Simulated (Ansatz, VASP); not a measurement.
## Two plane-wave programs on Rh

```
CELL_PARAMETERS angstrom
2.67286 0.00000 0.00000
0.00000 2.67286 0.00000
0.00000 0.00000 22.66999
ATOMIC_POSITIONS crystal
Rh 0.50000 0.50000 0.37495
Rh 0.00000 0.00000 0.45832
Rh 0.50000 0.50000 0.54191
Rh 0.00000 0.00000 0.62202
```

Alike in both runs: functional PBEsol; k mesh 11 × 11 × 1; occupations gaussian, width 0.1 eV; no spin polarisation.

Ansatz relaxed the structure, and its values are those at the end. VASP's run is a single point on that final structure, the one shown.

|  | VASP | Ansatz |
| --- | --- | --- |
| version | VASP 6.6.1 | Ansatz 0.2.0 |
| potentials or method | VASP PAW PBE potentials, release 64 (Rh_pv) | scalar-relativistic, plane waves, PAW |
| plane-wave cutoff (eV) | 520 | 420 |
| valence electrons in the cell | 60 | 68 |

|  | VASP | Ansatz | Ansatz less VASP |
| --- | --- | --- | --- |
| gap on the k mesh at the Fermi level (eV) | none | none | - |
| rms of the force components (eV/Å) | 0.233 | 0.232 | -0.0015 |
| work function, face that differs most (eV) | 5.13 | 5.23 | +0.099 |

A gap of «none» marks a metal or a gap that the smearing closes. The two sets of potentials don't hold the same shells in valence.

Caveats: the PAW data sets were made with another functional, which shifts forces and pressure a little (VASP).
